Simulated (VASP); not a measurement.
# VASP inputs for ZnS (distorted wurtzite)

INCAR

```
GGA = PE
EDIFF = 1E-7
NELM = 120
LREAL = .FALSE.
IBRION = -1
LWAVE = .FALSE.
LCHARG = .FALSE.
ENCUT = 520
NSW = 0
ISMEAR = -1
PREC = Accurate
NBANDS = 26
SIGMA = 0.02
ISIF = 2
LASPH = .TRUE.
```

KPOINTS

```
KPOINTS created by Atomic Simulation Environment
0
Gamma
6 6 4
0 0 0
```

POSCAR

```
Zn S
 1.0000000000000000
     3.8239999999999998   -0.0462000000000000    0.1534000000000000
    -1.9520000000000000    3.3146000000000000   -0.0760000000000000
     0.2516000000000000    0.0013000000000000    6.0909000000000004
 Zn  S
   2   2
Cartesian
  0.2289451999999999  2.3010027599999998  6.0855206200000005
  2.0850048799999996  1.1130291200000002  3.1114614000000005
  0.0862167200000001  2.2279163799999999  2.2439715000000002
  2.0664821199999994  1.0717545300000000  5.3721403100000007
```

VASP ran with the recommended PBE PAW datasets (36 valence electrons in the cell).

Task: Estimate the main results of this run.

Result: gap between bands v and c on the k mesh 2.20 eV; least direct gap on the k mesh 2.20 eV; pressure 5.4 GPa; largest force 0.83 eV/Å.
